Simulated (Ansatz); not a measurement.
# MgO: a vibration from a frozen displacement

Computed with DFT LDA, scalar-relativistic, plane waves, PAW (Ansatz 0.2.0). The runs took a 420 eV cutoff, a Γ-centred 9×9×8 mesh and Gaussian smearing (0.05 eV). No spin polarisation. Energies are free energies at this smearing, counted from the undisturbed cell; pressure is positive in compression.

The starting cell (as given, not relaxed at this level; it stands at -9.4 GPa; this form isn't the usual structure):

```xyz
2
Lattice="2.9380 0.0000 0.0000 -1.4690 2.5444 0.0000 0.0000 0.0000 2.6797" Properties=species:S:1:pos:R:3 pbc="T T T"
Mg   -1.4690    2.5444    0.0000
O     0.0000    1.6963    1.3398
```

Every O atom is moved by x along the Cartesian unit vector (0.000, 0.000, -1.000); the cell and all other atoms stay fixed. The cell's volume is 20.03 Å³; the moved atoms weigh 15.999 u together and the others 24.305 u. Some rows repeat others by symmetry and weren't run.

```
  x (Å)  ΔE (meV/cell) total force on the moved atoms along the move (eV/Å) pressure (GPa)
-0.2000          57.56                                                0.5870         -6.0188
-0.1750          43.86                                                0.5091         -6.7965
-0.1500          32.09                                                0.4329         -7.4738
-0.1250          22.21                                                0.3583         -8.0491
-0.1000          14.17                                                0.2849         -8.5214
-0.0750           7.95                                                0.2127         -8.8897
-0.0500           3.53                                                0.1413         -9.1534
-0.0250           0.88                                                0.0705         -9.3118
 0.0000           0.00                                                0.0000         -9.3646
 0.0250           0.88                                               -0.0705         -9.3118
 0.0500           3.53                                               -0.1413         -9.1534
 0.0750           7.95                                               -0.2127         -8.8897
 0.1000          14.17                                               -0.2849         -8.5214
 0.1250          22.21                                               -0.3583         -8.0491
 0.1500          32.09                                               -0.4329         -7.4738
 0.1750          43.86                                               -0.5091         -6.7965
 0.2000          57.56                                               -0.5870         -6.0188
```

**Question.** What frequency belongs to this motion?

**Answer.** The force constant is k = −dF/dx = 2.820 eV/Å², from the parabola through x = -0.0250, 0 and 0.0250. In every cell the moved atoms swing against the rest, so the mass is μ = m₁m₂/(m₁ + m₂) = 9.648 u, and ν̃ = 521.5 cm⁻¹ × √(|k|/μ) = 282 cm⁻¹, at this cell's pressure of -9.4 GPa. To first order in x, and within 1 %, the force on every atom lies along the move and, within each of the two groups, in proportion to the atom's mass, so this is itself a mode at the zone centre of this cell, taken without macroscopic field (the transverse frequency in a polar insulator).

**Question.** How far does the harmonic law reach?

**Answer.** At x = -0.200 Å, kx²/2 = 56.40 meV against the computed 57.56 meV (+2.1 %): the well is still close to harmonic there.

**Question.** The pressure changes with x². What does that say about the frequency under compression?

**Answer.** With E = k(V)x²/2, k ∝ V^(−2γ) and x scaling with the cell as V^(1/3), P − P0 = −∂E/∂V = (2γ − 2/3) ΔE/V. At x = 0.0500 Å, V(P − P0) = 20.03 × 0.21125 / 160.2 eV = 26.41 meV and ΔE = 3.53 meV, so γ = 1/3 + V(P − P0)/(2ΔE) = 4.08. This is the Grüneisen parameter of the motion under uniform scaling of the cell: shrinking the cell evenly by 1 % in volume raises the frequency by about 4.08 %.

The oxygen sublattice sits in a single, slightly hardening well along the hexagonal axis, so this polar mode is stable in the stretched cell. Oxygen lies midway between magnesium layers in a trigonal prism, and moving it shortens three Mg–O contacts while lengthening three. The mirror plane removes odd terms from the energy, and the steep closed-shell repulsion on the shortened side probably supplies the positive quartic one.

The large Grüneisen parameter of 4.08 fits the usual picture of a transverse mode in an ionic crystal. Its force constant is the difference between short-range repulsion and the softening dipolar Coulomb term. Repulsion falls off much faster with distance, so expansion erodes the balance and compression restores it. The 282 cm⁻¹ is therefore probably lower than this structure would show at zero pressure, and it shouldn't be set against the infrared frequency of rocksalt MgO, where the coordination is octahedral. A restoring force for this one motion doesn't establish stability against in-plane, finite-wavevector or shear distortions.
